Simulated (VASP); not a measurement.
A run of VASP 6.6.1 is set up as follows.

Contents of INCAR:

```
SYSTEM = Ca4F
ALGO = Normal ; EDIFF = 1E-6
EDIFFG = -0.04 ; ENCUT = 600
GGA = PE ; IBRION = 2
ISIF = 3 ; ISMEAR = 0
LASPH = .True. ; LCHARG = .False.
LREAL = .False. ; LWAVE = .False.
NELM = 100 ; NSW = 90
PREC = Accurate ; SIGMA = 0.1
```

Contents of KPOINTS:

```
k-points
0
Gamma
  4 4 4
  0 0 0
```

POSCAR

```
Ca4F
1.0
    0.0000000000      3.8617020200      3.8617020200
    3.8617020200      0.0000000000      3.8617020200
    3.8617020200      3.8617020200      0.0000000000
Ca F
4 1
Direct
    0.3763068000      0.3763068000      0.3763068000
    0.3763068000      0.3763068000      0.8710795900
    0.3763068000      0.8710795900      0.3763068000
    0.8710795900      0.3763068000      0.3763068000
    0.5000000000      0.5000000000      0.5000000000
```

Potentials or basis: VASP PAW PBE potentials, release 64 (Ca_sv, F).

Command:

```sh
$ cat potpaw_PBE.64/Ca_sv/POTCAR potpaw_PBE.64/F/POTCAR > POTCAR
$ mpirun -np 1 vasp_std > vasp.out
```

(1) What does it give for the relaxed volume?

(2) Estimate the band gap on the k mesh.

(3) Estimate the relaxed cell.

(4) What does it give for the space group after relaxing (to 0.05 Å)?

Answers

(1) 52.59 Å³/atom.

(2) none (metal or under the smearing width).

(3) a = 7.191 Å, b = 7.191 Å, c = 7.191 Å, α = 60.00°, β = 60.00°, γ = 60.00°.

(4) F-43m (No. 216).

Caveat: the volume moved by over 15 % at a fixed basis, so the end points are rough; an odd number of electrons without spin polarisation forces a metal; a magnetic or distorted state may lie lower.
